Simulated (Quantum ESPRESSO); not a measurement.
# CaO (Fm-3m) in Quantum ESPRESSO: a series of runs

Aim: see how the results for CaO move with the level of theory and the settings. Levels: rev-vdW-DF2, AM05. Tasks: band structure, single point, equation of state.

Everything below comes from runs of Quantum ESPRESSO 7.5. Logs are shortened: lines on timing, memory, paths and dates and some standing lists are left out, and cuts for length are marked.

## (1) The crystal as given

It takes space group Fm-3m (No. 225, cubic). The conventional cell has a = 4.807 Å, b = 4.807 Å, c = 4.807 Å, α = 90.00°, β = 90.00°, γ = 90.00°. Ca (site symmetry m-3m) has 6 O at 2.40 Å as nearest neighbours. O (site symmetry m-3m) is surrounded by 6 Ca at 2.40 Å.

The cell is a database's computed one.

## (2) Band structure, rev-vdW-DF2

Input file pw.in:

```
&CONTROL
  calculation = 'scf'
  prefix = 'pwscf'
  outdir = './tmp'
  pseudo_dir = './pseudo'
  tprnfor = .true.
  tstress = .true.
  disk_io = 'low'
/
&SYSTEM
  ibrav = 0
  nat = 2
  ntyp = 2
  ecutwfc = 84
  nbnd = 14
  input_dft = 'vdw-df2-b86r'
  occupations = 'smearing'
  smearing = 'fd'
  degauss = 0.00367493
/
&ELECTRONS
  conv_thr = 4d-10
  electron_maxstep = 120
  mixing_beta = 0.5
/
ATOMIC_SPECIES
Ca    40.0780 Ca.upf
O     15.9990 O.upf
CELL_PARAMETERS angstrom
   0.0000000000    2.4035556960    2.4035556960
   2.4035556960    0.0000000000    2.4035556960
   2.4035556960    2.4035556960    0.0000000000
ATOMIC_POSITIONS crystal
Ca     0.0000000000    0.0000000000    0.0000000000
O      0.5000000000    0.5000000000    0.5000000000
K_POINTS automatic
10 10 10 0 0 0
```

Input file bands.in:

```
&CONTROL
  calculation = 'bands'
  prefix = 'pwscf'
  outdir = './tmp'
  pseudo_dir = './pseudo'
  disk_io = 'low'
  verbosity = 'high'
/
&SYSTEM
  ibrav = 0
  nat = 2
  ntyp = 2
  ecutwfc = 84
  nbnd = 14
  input_dft = 'vdw-df2-b86r'
  occupations = 'smearing'
  smearing = 'fd'
  degauss = 0.00367493
/
&ELECTRONS
  conv_thr = 1d-08
  electron_maxstep = 120
  mixing_beta = 0.5
  diago_full_acc = .true.
/
ATOMIC_SPECIES
Ca    40.0780 Ca.upf
O     15.9990 O.upf
CELL_PARAMETERS angstrom
   0.0000000000    2.4035556960    2.4035556960
   2.4035556960    0.0000000000    2.4035556960
   2.4035556960    2.4035556960    0.0000000000
ATOMIC_POSITIONS crystal
Ca     0.0000000000    0.0000000000    0.0000000000
O      0.5000000000    0.5000000000    0.5000000000
K_POINTS crystal
60
 0.0000000000  0.0000000000  0.0000000000 1
 0.0625000000  0.0000000000  0.0625000000 1
 0.1250000000  0.0000000000  0.1250000000 1
 0.1875000000  0.0000000000  0.1875000000 1
 0.2500000000  0.0000000000  0.2500000000 1
 0.3125000000  0.0000000000  0.3125000000 1
 0.3750000000  0.0000000000  0.3750000000 1
 0.4375000000  0.0000000000  0.4375000000 1
 0.5000000000  0.0000000000  0.5000000000 1
 0.5000000000  0.0625000000  0.5625000000 1
 0.5000000000  0.1250000000  0.6250000000 1
 0.5000000000  0.1875000000  0.6875000000 1
 0.5000000000  0.2500000000  0.7500000000 1
 0.4375000000  0.3125000000  0.7500000000 1
 0.3750000000  0.3750000000  0.7500000000 1
 0.3375000000  0.3375000000  0.6750000000 1
 0.3000000000  0.3000000000  0.6000000000 1
 0.2625000000  0.2625000000  0.5250000000 1
 0.2250000000  0.2250000000  0.4500000000 1
 0.1875000000  0.1875000000  0.3750000000 1
 0.1500000000  0.1500000000  0.3000000000 1
 0.1125000000  0.1125000000  0.2250000000 1
 0.0750000000  0.0750000000  0.1500000000 1
 0.0375000000  0.0375000000  0.0750000000 1
 0.0000000000  0.0000000000  0.0000000000 1
 0.0625000000  0.0625000000  0.0625000000 1
 0.1250000000  0.1250000000  0.1250000000 1
 0.1875000000  0.1875000000  0.1875000000 1
 0.2500000000  0.2500000000  0.2500000000 1
 0.3125000000  0.3125000000  0.3125000000 1
 0.3750000000  0.3750000000  0.3750000000 1
 0.4375000000  0.4375000000  0.4375000000 1
 0.5000000000  0.5000000000  0.5000000000 1
 0.5250000000  0.4500000000  0.5250000000 1
 0.5500000000  0.4000000000  0.5500000000 1
 0.5750000000  0.3500000000  0.5750000000 1
 0.6000000000  0.3000000000  0.6000000000 1
 0.6250000000  0.2500000000  0.6250000000 1
 0.5833333333  0.2500000000  0.6666666667 1
 0.5416666667  0.2500000000  0.7083333333 1
 0.5000000000  0.2500000000  0.7500000000 1
 0.5000000000  0.2857142857  0.7142857143 1
 0.5000000000  0.3214285714  0.6785714286 1
 0.5000000000  0.3571428571  0.6428571429 1
 0.5000000000  0.3928571429  0.6071428571 1
 0.5000000000  0.4285714286  0.5714285714 1
 0.5000000000  0.4642857143  0.5357142857 1
 0.5000000000  0.5000000000  0.5000000000 1
 0.4821428571  0.4821428571  0.5357142857 1
 0.4642857143  0.4642857143  0.5714285714 1
 0.4464285714  0.4464285714  0.6071428571 1
 0.4285714286  0.4285714286  0.6428571429 1
 0.4107142857  0.4107142857  0.6785714286 1
 0.3928571429  0.3928571429  0.7142857143 1
 0.3750000000  0.3750000000  0.7500000000 1
 0.6250000000  0.2500000000  0.6250000000 1
 0.5937500000  0.1875000000  0.5937500000 1
 0.5625000000  0.1250000000  0.5625000000 1
 0.5312500000  0.0625000000  0.5312500000 1
 0.5000000000  0.0000000000  0.5000000000 1
```

Potentials or basis: PseudoDojo 0.4.1 SR PBE standard.

Command:

```sh
$ OMP_NUM_THREADS=1 pw.x -in pw.in > pw.out
$ OMP_NUM_THREADS=1 pw.x -in bands.in > bands.out
```

pw.out:

```text
This program is part of the open-source Quantum ESPRESSO suite
     for quantum simulation of materials; please cite
         "P. Giannozzi et al., J. Phys.:Condens. Matter 21 395502 (2009);
         "P. Giannozzi et al., J. Phys.:Condens. Matter 29 465901 (2017);
         "P. Giannozzi et al., J. Chem. Phys. 152 154105 (2020);
     in publications or presentations arising from this work. More details at

     IMPORTANT: XC functional enforced from input :
     Exchange-correlation= VDW-DF2-B86R
                           (   1   4  26   0   2   0   0)
     Any further DFT definition will be discarded
     Please, verify this is what you really want

     Message from routine setup:
     using ibrav=0 with symmetry is DISCOURAGED, use correct ibrav instead

     G-vector sticks info
     --------------------
     sticks:   dense  smooth     PW     G-vecs:    dense   smooth      PW
     Sum         955     955    295                19579    19579    3215

     Using Slab Decomposition

     bravais-lattice index     =            0
     lattice parameter (alat)  =       6.4234  a.u.
     unit-cell volume          =     187.4084 (a.u.)^3
     number of atoms/cell      =            2
     number of atomic types    =            2
     number of electrons       =        16.00
     number of Kohn-Sham states=           14
     kinetic-energy cutoff     =      84.0000  Ry
     charge density cutoff     =     336.0000  Ry
     scf convergence threshold =      4.0E-10
     mixing beta               =       0.5000
     number of iterations used =            8  plain     mixing
     Exchange-correlation= VDW-DF2-B86R
                           (   1   4  26   0   2   0   0)

     celldm(1)=   6.423446  celldm(2)=   0.000000  celldm(3)=   0.000000
     celldm(4)=   0.000000  celldm(5)=   0.000000  celldm(6)=   0.000000

     crystal axes: (cart. coord. in units of alat)
               a(1) = (   0.000000   0.707107   0.707107 )
               a(2) = (   0.707107   0.000000   0.707107 )
               a(3) = (   0.707107   0.707107   0.000000 )

     reciprocal axes: (cart. coord. in units 2 pi/alat)
               b(1) = ( -0.707107  0.707107  0.707107 )
               b(2) = (  0.707107 -0.707107  0.707107 )
               b(3) = (  0.707107  0.707107 -0.707107 )

     PseudoPot. # 1 for Ca read from file:
     Ca.upf
     Pseudo is Norm-conserving + core correction, Zval = 10.0
     Generated using ONCVPSP code by D. R. Hamann
     Using radial grid of 1766 points,  6 beta functions with:
                l(1) =   0
                l(2) =   0
                l(3) =   1
[... 78 lines left out ...]

     Initial potential from superposition of free atoms

     starting charge      15.9951, renormalised to      16.0000

     %%%%%%%%%%%%%%%%%%%%%%%%%%%%%%%%%%%%%%%%%%%%%%%%%%%%%%%%%%%%%%%%%%%%%%%%
     %                                                                      %
     % You are using vdW-DF, which was implemented by the Thonhauser group. %
     % Please cite the following two papers that made this development      %
     % possible and the two reviews that describe the various versions:     %
     %                                                                      %
     %   T. Thonhauser et al., PRL 115, 136402 (2015).                      %
     %   T. Thonhauser et al., PRB 76, 125112 (2007).                       %
     %   K. Berland et al., Rep. Prog. Phys. 78, 066501 (2015).             %
     %   D.C. Langreth et al., J. Phys.: Condens. Matter 21, 084203 (2009). %
     %                                                                      %
     % If you are calculating stress with vdW-DF, please also cite:         %
     %                                                                      %
     %   R. Sabatini et al., J. Phys.: Condens. Matter 24, 424209 (2012).   %
     %                                                                      %
     %%%%%%%%%%%%%%%%%%%%%%%%%%%%%%%%%%%%%%%%%%%%%%%%%%%%%%%%%%%%%%%%%%%%%%%%

     %%%%%%%%%%%%%%%%%%%%%%%%%%%%%%%%%%%%%%%%%%%%%%%%%%%%%%%%%%%%%%%%%%%%%%%%
     %                                                                      %
     %  vdW-DF NEWS:                                                        %
     %                                                                      %
     %  * vdW-DF3 is now available. DOI: 10.1021/acs.jctc.0c00471           %
     %    use with input_dft = 'vdW-DF3-opt1' or 'vdW-DF3-opt2'             %
     %                                                                      %
     %  * Unscreened and range-separated hybrid vdW-DF-cx functionals       %
     %    DOI: 10.1063/1.4986522 and 10.1088/1361-648X/ac2ad2               %
     %    use with input_dft = 'vdW-DF-cx0'    and 'vdW-DF-ahcx'            %
     %  * Unscreened and range-separated hybrid vdW-DF2-b86r functionals    %
     %    DOI: 10.1063/1.4986522 and DOI: 10.1103/PhysRevX.12.041003        %
     %    use with input_dft = 'vdW-DF2-br0' and 'vdW-DF2-ahbr'             %
     %                                                                      %
     %%%%%%%%%%%%%%%%%%%%%%%%%%%%%%%%%%%%%%%%%%%%%%%%%%%%%%%%%%%%%%%%%%%%%%%%

     Starting wfcs are    9 randomized atomic wfcs +    5 random wfcs

     Self-consistent Calculation

     iteration #  1     ecut=    84.00 Ry     beta= 0.50
     Davidson diagonalization with overlap
     ethr =  1.00E-02,  avg # of iterations =  8.1

     total energy              =    -110.69579852 Ry
     estimated scf accuracy    <       0.46439949 Ry
[... 57 lines left out ...]
     iteration # 10     ecut=    84.00 Ry     beta= 0.50
     Davidson diagonalization with overlap
     ethr =  1.26E-11,  avg # of iterations =  1.0

     End of self-consistent calculation

          k = 0.0000 0.0000 0.0000 (  2421 PWs)   bands (ev):

   -29.9216 -10.6969 -10.6969 -10.6969  -7.8008   7.6597   7.6597   7.6597
    12.3867  13.8698  13.8698  13.8698  15.4067  15.4067

          k = 0.0707 0.0707-0.0707 (  2439 PWs)   bands (ev):
[... 146 lines left out ...]
   -29.7877 -11.3018 -10.9258 -10.9258  -7.5647   6.3656   7.2872   7.2872
    11.2939  15.7124  16.5730  17.1876  17.1876  18.9319

          k = 0.2828 0.1414 0.0000 (  2454 PWs)   bands (ev):

   -29.8662 -11.2446 -10.8032 -10.7348  -7.2026   6.0983   7.0627   7.2937
    13.1529  14.2495  15.0148  15.3833  16.1940  17.2424

          k = 0.3536 0.2121-0.0707 (  2444 PWs)   bands (ev):
[... 71 lines left out ...]
   -29.7868 -11.1739 -11.1071 -11.0578  -7.2131   6.4597   6.5042   6.7455
    13.1732  14.7872  16.0414  17.1929  17.5494  21.0700

     the Fermi energy is     8.7998 ev

!    total energy              =    -110.86690846 Ry
     estimated scf accuracy    <          1.7E-10 Ry
     smearing contrib. (-TS)   =      -0.00000000 Ry
     internal energy E=F+TS    =    -110.86690846 Ry

     The total energy is F=E-TS. E is the sum of the following terms:
     one-electron contribution =     -25.13356908 Ry
     hartree contribution      =      20.61900056 Ry
     xc contribution           =     -23.31635433 Ry
     ewald contribution        =     -83.03598562 Ry

     convergence has been achieved in  10 iterations

     Forces acting on atoms (cartesian axes, Ry/au):

     atom    1 type  1   force =     0.00000000    0.00000000   -0.00000000
     atom    2 type  2   force =    -0.00000000    0.00000000    0.00000000

     Total force =     0.000000     Total SCF correction =     0.000000

     Computing stress (Cartesian axis) and pressure

          total   stress  (Ry/bohr**3)                   (kbar)     P=       -9.67
  -0.00006574   0.00000000   0.00000000           -9.67        0.00        0.00
   0.00000000  -0.00006574   0.00000000            0.00       -9.67        0.00
  -0.00000000   0.00000000  -0.00006574           -0.00        0.00       -9.67

=------------------------------------------------------------------------------=
   JOB DONE.
=------------------------------------------------------------------------------=
```

Wall time 5.5 min (1 thread of Arm Neoverse N1, shared host); peak memory 0.11 GiB.

What came out:

| Property | Result |
| --- | --- |
| Free energy | -1508.4211 eV |
| Pressure | -1.0 GPa |
| Band gap on the k mesh | 3.63 eV, indirect (least direct gap 4.01 eV) |
| Band gap along the path | 3.63 eV, indirect (least direct gap 4.01 eV) |

Levels at the corners of the path, in eV from the valence-band top:
```csv
point,band 4,band 5,band 6,band 7,band 8,band 9,band 10,band 11,band 12,band 13
Γ,-18.36,-15.46,0.00,0.00,0.00,4.73,6.21,6.21,6.21,7.75
X,-18.59,-15.22,-1.29,-0.37,-0.37,3.63,8.05,8.91,9.53,9.53
W,-18.78,-14.84,-1.28,-1.05,-1.05,6.31,6.31,8.40,9.53,9.99
K,-18.52,-14.86,-1.33,-1.20,-0.78,5.13,7.99,8.57,9.04,9.75
Γ,-18.36,-15.46,0.00,0.00,0.00,4.73,6.21,6.21,6.21,7.75
L,-18.41,-14.27,-2.63,-1.19,-1.19,7.05,8.35,8.35,8.52,10.44
U,-18.52,-14.86,-1.33,-1.20,-0.78,5.13,7.99,8.57,9.04,9.75
W,-18.78,-14.84,-1.28,-1.05,-1.05,6.31,6.31,8.40,9.53,9.99
L,-18.41,-14.27,-2.63,-1.19,-1.19,7.05,8.35,8.35,8.52,10.44
K,-18.52,-14.86,-1.33,-1.20,-0.78,5.13,7.99,8.57,9.04,9.75
U,-18.52,-14.86,-1.33,-1.20,-0.78,5.13,7.99,8.57,9.04,9.75
X,-18.59,-15.22,-1.29,-0.37,-0.37,3.63,8.05,8.91,9.53,9.53
```

Caveat: the potentials were made for another functional, which shifts forces and pressure.

## (3) Single point, AM05, 13.05 Å³/atom

pw.in, as its differences from that of step 2:

```diff
@@ -7,3 +7,3 @@
   tstress = .true.
-  disk_io = 'low'
+  disk_io = 'nowf'
 /
@@ -15,3 +15,3 @@
   nbnd = 14
-  input_dft = 'vdw-df2-b86r'
+  input_dft = 'XC-000I-000I-120L-135L-000I-000I'
   occupations = 'smearing'
@@ -29,5 +29,5 @@
 CELL_PARAMETERS angstrom
-   0.0000000000    2.4035556960    2.4035556960
-   2.4035556960    0.0000000000    2.4035556960
-   2.4035556960    2.4035556960    0.0000000000
+   0.0000000000    2.3544897713    2.3544897713
+   2.3544897713    0.0000000000    2.3544897713
+   2.3544897713    2.3544897713    0.0000000000
 ATOMIC_POSITIONS crystal
```

Potentials or basis: PseudoDojo 0.4.1 SR PBE standard.

Command:

```sh
$ OMP_NUM_THREADS=1 pw.x -in pw.in > pw.out
```

Wall time 44 s (1 thread of Arm Neoverse N1, shared host); peak memory 0.09 GiB.

Results (log left out):

```yaml
Free_energy: -1501.6176 eV
Pressure: 5.4 GPa
Band_gap_on_the_k_mesh: 3.57 eV, indirect (least direct gap 3.93 eV)
```

Caveat: the potentials were made for another functional, which shifts forces and pressure.

## (4) Single point, AM05, 13.33 Å³/atom

pw.in, as its differences from that of step 3:

```diff
@@ -29,5 +29,5 @@
 CELL_PARAMETERS angstrom
-   0.0000000000    2.3544897713    2.3544897713
-   2.3544897713    0.0000000000    2.3544897713
-   2.3544897713    2.3544897713    0.0000000000
+   0.0000000000    2.3710712315    2.3710712315
+   2.3710712315    0.0000000000    2.3710712315
+   2.3710712315    2.3710712315    0.0000000000
 ATOMIC_POSITIONS crystal
```

Command:

```sh
$ OMP_NUM_THREADS=1 pw.x -in pw.in > pw.out
```

Wall time 44 s (1 thread of Arm Neoverse N1, shared host); peak memory 0.09 GiB.

It converged, with:

- Free energy: -1501.6317 eV
- Pressure: 2.7 GPa
- Band gap on the k mesh: 3.58 eV, indirect (least direct gap 3.95 eV)

Caveat: the potentials were made for another functional, which shifts forces and pressure.

## (5) Single point, AM05, 13.61 Å³/atom

pw.in, as its differences from that of step 4:

```diff
@@ -29,5 +29,5 @@
 CELL_PARAMETERS angstrom
-   0.0000000000    2.3710712315    2.3710712315
-   2.3710712315    0.0000000000    2.3710712315
-   2.3710712315    2.3710712315    0.0000000000
+   0.0000000000    2.3874239637    2.3874239637
+   2.3874239637    0.0000000000    2.3874239637
+   2.3874239637    2.3874239637    0.0000000000
 ATOMIC_POSITIONS crystal
```

Command:

```sh
$ OMP_NUM_THREADS=1 pw.x -in pw.in > pw.out
```

Run time: 44 s. Hardware: 1 thread of Arm Neoverse N1, shared host; peak memory 0.09 GiB.

Results (log left out):

| Quantity | Value |
| --- | --- |
| Free energy | -1501.6368 eV |
| Pressure | 0.3 GPa |
| Band gap on the k mesh | 3.60 eV, indirect (least direct gap 3.97 eV) |

Caveat: the potentials were made for another functional, which shifts forces and pressure.

## (6) Single point, AM05, 13.89 Å³/atom

pw.in, as its differences from that of step 5:

```diff
@@ -29,5 +29,5 @@
 CELL_PARAMETERS angstrom
-   0.0000000000    2.3874239637    2.3874239637
-   2.3874239637    0.0000000000    2.3874239637
-   2.3874239637    2.3874239637    0.0000000000
+   0.0000000000    2.4035556960    2.4035556960
+   2.4035556960    0.0000000000    2.4035556960
+   2.4035556960    2.4035556960    0.0000000000
 ATOMIC_POSITIONS crystal
```

Potentials or basis: PseudoDojo 0.4.1 SR PBE standard.

Command:

```sh
$ OMP_NUM_THREADS=1 pw.x -in pw.in > pw.out
```

Wall time 45 s (1 thread of Arm Neoverse N1, shared host); peak memory 0.09 GiB.

Results (log left out):

- Free energy: -1501.6341 eV
- Pressure: -1.9 GPa
- Band gap on the k mesh: 3.60 eV, indirect (least direct gap 3.98 eV)

Caveat: the potentials were made for another functional, which shifts forces and pressure.

## (7) Single point, AM05, 14.16 Å³/atom

pw.in, as its differences from that of step 6:

```diff
@@ -29,5 +29,5 @@
 CELL_PARAMETERS angstrom
-   0.0000000000    2.4035556960    2.4035556960
-   2.4035556960    0.0000000000    2.4035556960
-   2.4035556960    2.4035556960    0.0000000000
+   0.0000000000    2.4194737473    2.4194737473
+   2.4194737473    0.0000000000    2.4194737473
+   2.4194737473    2.4194737473    0.0000000000
 ATOMIC_POSITIONS crystal
```

Command:

```sh
$ OMP_NUM_THREADS=1 pw.x -in pw.in > pw.out
```

Run time: 45 s. Hardware: 1 thread of Arm Neoverse N1, shared host; peak memory 0.09 GiB.

The run converged. Its results:

```
Free energy            : -1501.6242 eV
Pressure               : -3.8 GPa
Band gap on the k mesh : 3.61 eV, indirect (least direct gap 3.99 eV)
```

Caveat: the potentials were made for another functional, which shifts forces and pressure.

## (8) Single point, AM05, 14.44 Å³/atom

pw.in, as its differences from that of step 7:

```diff
@@ -29,5 +29,5 @@
 CELL_PARAMETERS angstrom
-   0.0000000000    2.4194737473    2.4194737473
-   2.4194737473    0.0000000000    2.4194737473
-   2.4194737473    2.4194737473    0.0000000000
+   0.0000000000    2.4351850560    2.4351850560
+   2.4351850560    0.0000000000    2.4351850560
+   2.4351850560    2.4351850560    0.0000000000
 ATOMIC_POSITIONS crystal
```

Command:

```sh
$ OMP_NUM_THREADS=1 pw.x -in pw.in > pw.out
```

It took 46 s on 1 thread of Arm Neoverse N1, shared host; peak memory 0.09 GiB.

Results (log left out):

* Free energy: -1501.6079 eV
* Pressure: -5.6 GPa
* Band gap on the k mesh: 3.62 eV, indirect (least direct gap 4.00 eV)

Caveat: the potentials were made for another functional, which shifts forces and pressure.

## (9) Single point, AM05, 14.72 Å³/atom

pw.in, as its differences from that of step 8:

```diff
@@ -29,5 +29,5 @@
 CELL_PARAMETERS angstrom
-   0.0000000000    2.4351850560    2.4351850560
-   2.4351850560    0.0000000000    2.4351850560
-   2.4351850560    2.4351850560    0.0000000000
+   0.0000000000    2.4506962070    2.4506962070
+   2.4506962070    0.0000000000    2.4506962070
+   2.4506962070    2.4506962070    0.0000000000
 ATOMIC_POSITIONS crystal
```

Potentials or basis: PseudoDojo 0.4.1 SR PBE standard.

Command:

```sh
$ OMP_NUM_THREADS=1 pw.x -in pw.in > pw.out
```

It took 45 s on 1 thread of Arm Neoverse N1, shared host; peak memory 0.09 GiB.

The run converged. Its results:

```yaml
Free_energy: -1501.5859 eV
Pressure: -7.1 GPa
Band_gap_on_the_k_mesh: 3.62 eV, indirect (least direct gap 4.00 eV)
```

Caveat: the potentials were made for another functional, which shifts forces and pressure.

## (10) Equation of state, AM05

This step only gathers the single runs of the series.

What came out:

* Equilibrium volume: 13.65 Å³/atom
* Bulk modulus: 111 GPa
* Pressure derivative of the bulk modulus: 4.4

Energy against volume, from the lowest point:
| volume (Å³/atom) | energy (meV/atom) |
| --- | --- |
| 13.052 | 9.61 |
| 13.330 | 2.59 |
| 13.608 | 0.00 |
| 13.886 | 1.38 |
| 14.163 | 6.33 |
| 14.441 | 14.47 |
| 14.719 | 25.47 |

Caveat: the potentials were made for another functional, which shifts forces and pressure.
